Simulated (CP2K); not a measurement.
The system is La.

```
CELL_PARAMETERS angstrom
3.67858 0.00000 0.00000
-1.22619 3.46820 0.00000
-1.22619 -1.73410 3.00355
ATOMIC_POSITIONS crystal
La 0.00000 0.00000 0.00000
```

This isn't the form of La at room conditions, which is double hcp.

Base run:

| Quantity | Value |
| --- | --- |
| Program | CP2K 2026.2 |
| Functional | PBEsol |
| Potentials or basis | GTH_POTENTIALS La GTH-PBE-q11; TZVP-MOLOPT-SR-GTH basis |
| Density cutoff | 9184 eV |
| k mesh | 9 × 9 × 9 |
| Occupations | fermi-dirac, width 0.05 eV |
| Spin | no spin polarisation |

Its results: band gap on the k mesh none (metal or under the smearing width); pressure -1.7 GPa.

**Question.** The run is repeated on the same cell with these changes: functional from PBEsol to PBE. What comes out?

**Answer.** Band gap on the k mesh none (metal or under the smearing width); pressure 0.3 GPa.

PBE binds less tightly than PBEsol, so the same cell stands under more pressure.

Caveats: the basis of atomic orbitals isn't converged, which shifts pressures, moduli and gaps; the potentials were made for another functional, which shifts forces and pressure (some runs); spin-orbit coupling is left out, which moves the levels of the heavy elements (some runs).
